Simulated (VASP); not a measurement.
All values below come from PBEsol GGA, VASP's PBE PAW potentials (set 64) (plane waves; VASP).

VASP input:

**POSCAR**
```
BaF2
1
    0.0000000000     3.0880281677     3.0880281677
    3.0880281677     0.0000000000     3.0880281677
    3.0880281677     3.0880281677    -0.0000000000
Ba F
1 2
Direct
  0.0000000000   1.0000000000   1.0000000000
  0.2500000000   0.2500000000   0.2500000000
  0.7500000000   0.7500000000   0.7500000000
```

### INCAR
```
SYSTEM = BaF2
PREC = Accurate
ENCUT = 520
EDIFF = 1E-8
NELM = 100
ALGO = Normal
LREAL = .FALSE.
LASPH = .TRUE.
ISMEAR = 0
SIGMA = 0.01
GGA = PS
LMAXMIX = 4
LWAVE = .FALSE.
LCHARG = .FALSE.
IBRION = 8
NSW = 1
LEPSILON = .TRUE.
```

KPOINTS:
```
Automatic
0
Gamma
  7 7 7
0 0 0
```

POTCAR, in this order: Ba_sv F (PBE.64 set). Program: vasp_std.

What VASP printed:

### OUTCAR
```
 ion  position               nearest neighbor table
   1  0.000  0.000  0.000-   3 2.67   3 2.67   3 2.67   2 2.67   3 2.67   2 2.67   2 2.67   2 2.67
  LATTYP: Found a face centered cubic cell.
 ALAT       =     6.1760563354
 Subroutine PRICEL returns:
 Original cell was already a primitive cell.
 Subroutine GETGRP returns: Found 48 space group operations
The static configuration has the point symmetry O_h .
The dynamic configuration has the point symmetry O_h .
 Subroutine INISYM returns: Found 48 space group operations
 Subroutine IBZKPT returns following result:
 Found     20 irreducible k-points:

 Following reciprocal coordinates:
            Coordinates               Weight
  0.000000  0.000000  0.000000      1.000000
  0.142857  0.000000  0.000000      8.000000
  0.285714  0.000000  0.000000      8.000000
  0.428571  0.000000  0.000000      8.000000
  0.142857  0.142857  0.000000      6.000000
  0.285714  0.142857  0.000000     24.000000
  0.428571  0.142857  0.000000     24.000000
 -0.428571  0.142857  0.000000     24.000000
 -0.285714  0.142857  0.000000     24.000000
 -0.142857  0.142857  0.000000     12.000000
  0.285714  0.285714  0.000000      6.000000
  0.428571  0.285714  0.000000     24.000000
 -0.428571  0.285714  0.000000     24.000000
 -0.285714  0.285714  0.000000     12.000000
  0.428571  0.428571  0.000000      6.000000
 -0.428571  0.428571  0.000000     12.000000
  0.428571  0.285714  0.142857     24.000000
 -0.428571  0.285714  0.142857     48.000000
 -0.428571  0.428571  0.142857     24.000000
 -0.285714  0.428571  0.142857     24.000000
 Subroutine IBZKPT_HF returns following result:
   k-points           NKPTS =     20   k-points in BZ     NKDIM =     20   number of bands    NBANDS=     16
   number of dos      NEDOS =    301   number of ions     NIONS =      3
   total plane-waves  NPLWV =  32768
   dimension x,y,z NGX =    32 NGY =   32 NGZ =   32
   dimension x,y,z NGXF=    64 NGYF=   64 NGZF=   64
   ions per type =               1   2
   PREC   = accura    normal or accurate (medium, high low for compatibility)
   ISTART =      0    job   : 0-new  1-cont  2-samecut
   ICHARG =      2    charge: 1-file 2-atom 10-const
   ISPIN  =      1    spin polarized calculation?
   LNONCOLLINEAR =      F non collinear calculations
   LSORBIT =      F    spin-orbit coupling
   INIWAV =      1    electr: 0-lowe 1-rand  2-diag
   ENCUT  =  520.0 eV  38.22 Ry    6.18 a.u.   8.12  8.12  8.12*2*pi/ulx,y,z
   NELM   =    100;   NELMIN=  2; NELMDL= -5     # of ELM steps
   EDIFF  = 0.1E-07   stopping-criterion for ELM
   LREAL  =      F    real-space projection
   NLSPLINE    = F    spline interpolate recip. space projectors
   LMAXMIX     =    4 max onsite mixed and CHGCAR
   VOSKOWN=      0    Vosko Wilk Nusair interpolation
   EDIFFG = 0.1E-06   stopping-criterion for IOM
   NSW    =      1    number of steps for IOM
   NBLOCK =      1;   KBLOCK =      1    inner block; outer block
   IBRION =      8    ionic relax: 0-MD 1-quasi-New 2-CG
   NFREE  =      0    steps in history (QN), initial steepest desc. (CG)
   ISIF   =      2    stress and relaxation
   ISYM   =      2    0-nonsym 1-usesym 2-fastsym
   TEIN   =    0.0    initial temperature
   TEBEG  =    0.0;   TEEND  =   0.0 temperature during run
   SMASS  =  -3.00    Nose mass-parameter (am)
   PSTRESS=    0.0 pullay stress
   NELECT =      24.0000    total number of electrons
   EFERMI =   0.00;   METHOD = LEGACY
   ISMEAR =     0;   SIGMA  =   0.01  broadening in eV -4-tet -1-fermi 0-gaus
   IALGO  =     38    algorithm
   LDIAG  =      T    sub-space diagonalisation (order eigenvalues)
   IMIX   =      4    mixing-type and parameters
     AMIX     =   0.40;   BMIX     =  1.00
     AMIX_MAG =   1.60;   BMIX_MAG =  1.00
...
```

File OUTCAR:
```


 HEAD OF MICROSCOPIC STATIC DIELECTRIC TENSOR (INDEPENDENT PARTICLE, excluding Hartree and local field effects)
 ------------------------------------------------------
           2.556090    -0.000000     0.000000
           0.000000     2.556090    -0.000000
          -0.000000     0.000000     2.556090
 ------------------------------------------------------

 MACROSCOPIC STATIC DIELECTRIC TENSOR (including local field effects in DFT)
 ------------------------------------------------------
           2.391961    -0.000000    -0.000000
           0.000000     2.391961     0.000000
          -0.000000    -0.000000     2.391961
 ------------------------------------------------------

 PIEZOELECTRIC TENSOR (including local field effects)  for field in x, y, z        (e  Angst)
          XX          YY          ZZ          XY          YZ          ZX
  --------------------------------------------------------------------------------
  x     0.00000     0.00000     0.00000     0.00000     0.00000     0.00000
  y     0.00000     0.00000     0.00000     0.00000     0.00000     0.00000
  z     0.00000     0.00000     0.00000     0.00000     0.00000     0.00000

 PIEZOELECTRIC TENSOR (including local field effects)  for field in x, y, z        (C/m^2)
          XX          YY          ZZ          XY          YZ          ZX
  --------------------------------------------------------------------------------
  x     0.00000     0.00000     0.00000     0.00000     0.00000     0.00000
  y     0.00000     0.00000     0.00000     0.00000     0.00000     0.00000
  z     0.00000     0.00000     0.00000     0.00000     0.00000     0.00000

 BORN EFFECTIVE CHARGES (including local field effects) (in |e|, cummulative output)
 ---------------------------------------------------------------------------------
 ion    1
    1     2.58747     0.00000     0.00000
    2     0.00000     2.58747     0.00000
    3     0.00000     0.00000     2.58747
 ion    2
    1    -1.29374     0.00000     0.00000
    2     0.00000    -1.29374     0.00000
    3     0.00000     0.00000    -1.29374
 ion    3
    1    -1.29374     0.00000     0.00000
    2     0.00000    -1.29374     0.00000
    3     0.00000     0.00000    -1.29374
```
(Selected blocks of OUTCAR.)

OUTCAR:
```
 val. band max:       -2.1607395927   @ k =   0.4286   0.2857   0.1429

 cond. band min:       4.5331954198   @ k =   0.0000   0.0000   0.0000


 Fermi energy:        -2.0908390875

 k-point     1 :       0.0000    0.0000    0.0000
  band No.  band energies     occupation
      1     -25.1922      2.00000
      2     -20.9682      2.00000
      3     -20.9090      2.00000
      4     -10.0042      2.00000
      5     -10.0042      2.00000
      6     -10.0042      2.00000
      7      -3.7078      2.00000
      8      -3.7078      2.00000
      9      -3.7078      2.00000
     10      -2.2276      2.00000
     11      -2.2276      2.00000
     12      -2.2276      2.00000
     13       4.5332      0.00000
     14       7.0067      0.00000
     15       7.0067      0.00000
     16       9.2758      0.00000

 k-point     2 :       0.1429    0.0000    0.0000
  band No.  band energies     occupation
      1     -25.1519      2.00000
      2     -20.9895      2.00000
      3     -20.9594      2.00000
      4     -10.0430      2.00000
      5     -10.0380      2.00000
      6     -10.0380      2.00000
      7      -3.6186      2.00000
      8      -3.6186      2.00000
      9      -3.4846      2.00000
     10      -2.3739      2.00000
     11      -2.2559      2.00000
     12      -2.2559      2.00000
     13       4.9941      0.00000
     14       6.9985      0.00000
     15       6.9985      0.00000
     16       9.0310      0.00000

 k-point     3 :       0.2857    0.0000    0.0000
  band No.  band energies     occupation
      1     -25.0568      2.00000
      2     -21.1018      2.00000
      3     -21.0146      2.00000
      4     -10.1183      2.00000
      5     -10.1113      2.00000
      6     -10.1113      2.00000
      7      -3.4320      2.00000
      8      -3.4320      2.00000
      9      -2.9817      2.00000
     10      -2.6404      2.00000
     11      -2.3019      2.00000
     12      -2.3018      2.00000
     13       5.9624      0.00000
...
```

Unless said otherwise, spin-orbit coupling is left out, though it shifts the bands of the heavy elements here.

The compound is BaF2 in the fluorite structure. It was relaxed first.
